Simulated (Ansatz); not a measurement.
Pb:

```xyz
1
Lattice="0.0000 2.4750 2.4750 2.4750 0.0000 2.4750 2.4750 2.4750 0.0000" Properties=species:S:1:pos:R:3 pbc="T T T"
Pb    0.0000    0.0000    0.0000
```

Program: Ansatz 0.2.0. Alike in all runs: potentials or basis all-electron LAPW, scalar-relativistic; cell as given. Hardware: 1 thread of Intel(R) Xeon(R) 6975P-C (Granite Rapids) (shared host).

Problem. Order these runs on this cell by their wall time, lowest first.
A. task band structure; level BLYP+D3(BJ)+ATM; spin non-collinear, ferromagnetic start; k mesh 7 × 7 × 7; cutoff (eV) 154; smearing fermi-dirac 0.1 eV; basis error allowed 0.001 eV/atom; mesh quality coarse
B. task single point; level PBE; spin off; k mesh 9 × 9 × 9; cutoff (eV) 154; smearing fermi-dirac 0.05 eV; basis error allowed 0.001 eV/atom; mesh quality not flagged
C. task single point; level PBE; spin off; k mesh 4 × 4 × 4; cutoff (eV) 135; smearing fermi-dirac 0.02 eV; basis error allowed 0.003 eV/atom; mesh quality coarse

Solution. C (0.99 s), B (2.2 s), A (23 s).

Caveats: some runs use coarse meshes; the k mesh is thin for a metal, which can move the energy by tens of meV per atom (some runs); the starting moments weren't kept (some runs).
